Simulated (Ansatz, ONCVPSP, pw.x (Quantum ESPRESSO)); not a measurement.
## From atom to crystal: ONCV potential for gallium

ONCVPSP 4.0.1 input, shortened (lines: element, Z, core and valence counts, functional; n l f; lmax; l rc ep ncon nbas qcut; lloc lpopt rc5 dvloc0; l nproj debl; icmod fcfact rcfact), PBEsol, scalar-relativistic:

```
  Ga 31.00    6    2  -116133      upf
    1    0    2.00
    2    0    2.00
    2    1    6.00
    3    0    2.00
    3    1    6.00
    3    2   10.00
    4    0    2.00
    4    1    1.00
    1
    0    1.40    0.00    3    6    5.70
    1    2.60    0.00    5    9    3.10
    0    5    1.40    0.00
    0    0    3.00
    1    2    2.30
    3    2.75    1.25
```

Crystal test: fcc Ga in pw.x 7.5, no spin, 14³ k-points, Fermi–Dirac smearing 0.01 Ry, cutoffs 110/440 Ry. The reference is all-electron LAPW (Ansatz 0.2.0) with the same functional, mesh and smearing; V0 and B0 come from Birch–Murnaghan fits to the pressures at five volumes. Errors are pseudo minus all-electron; Δ is the rms difference of the E(V) curves that follow from these fits, minima aligned, over ±6 % about the mean V0. Mesh and smearing are coarse, so the numbers serve the comparison and aren't converged zero-temperature values; the lattice is a test structure that the element need not adopt.

```csv
V (Å³/atom),P all-electron (GPa),P pseudo (GPa)
16.831,3.59,-11.84
17.274,1.70,-12.38
17.717,0.07,-12.81
18.160,-1.33,-13.14
18.603,-2.55,-13.38
```

All-electron: a0 = 4.140 Å (V0 = 17.74 Å³/atom), B0 = 60.2 GPa.

Pseudopotential: mean pressure error (GPa): -13.01. The pressure does not cross zero within the volumes sampled, so no fit is given. This is a poor potential for the solid.

**Question.** At the middle volume, how do free energy and pressure move when the wave cutoff is lowered (ecutrho kept at four times it)?

**Answer.**

```json
{"cutoff (Ry)": "50", "shift of F (meV/atom)": "+7.5", "shift of P (GPa)": "-0.05"}
{"cutoff (Ry)": "66", "shift of F (meV/atom)": "+3.6", "shift of P (GPa)": "-0.04"}
{"cutoff (Ry)": "88", "shift of F (meV/atom)": "+1.0", "shift of P (GPa)": "-0.06"}
```

The run at the middle volume (104 k-points, 6 iterations) took about 21 s on one core of a shared host (Intel(R) Xeon(R) Platinum 8488C, 192 threads, 744 GiB, load 92).
